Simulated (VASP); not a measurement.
**Al: single point with PBE**

The system is Al.

```
Al
1.0
     0.00000    2.00401    2.00401
     2.00401    0.00000    2.00401
     2.00401    2.00401    0.00000
Al
1
Direct
  0.00000 0.00000 0.00000
```

The cell isn't the ideal one: a relaxed cell with its volume scaled by 0.97.

```yaml
Program: VASP 6.6.1
Task: single point
Functional: PBE
Potentials_or_basis: VASP PAW PBE potentials, release 64 (Al)
Cutoff: 520 eV
k_mesh: 6 × 6 × 6
Occupations: gaussian, width 0.1 eV
Spin: no spin polarisation
Further_INCAR_settings: ALGO = Normal; EDIFF = 1e-07
```

| Quantity | Value |
| --- | --- |
| Pressure | 2.5 GPa |
| Band gap on the k mesh | none (metal or under the smearing width) |

Levels at points of the mesh, in eV from the Fermi level:
```csv
k point,band 1,band 2,band 3,band 4,band 5
"(0.00, 0.00, 0.00)",-11.72,12.35,12.35,12.35,14.03
"(0.50, 0.00, 0.00)",-5.10,-4.82,11.17,11.17,11.27
"(0.50, 0.50, 0.00)",-3.39,-2.02,4.85,5.30,5.30
```

Run time: 1.4 s on 1 thread of Intel(R) Xeon(R) Platinum 8488C (Sapphire Rapids), on a shared host, peak memory 0.12 GiB.

Caveat: the k mesh is coarse (spacing up to 0.45 Å⁻¹), so the values aren't converged.
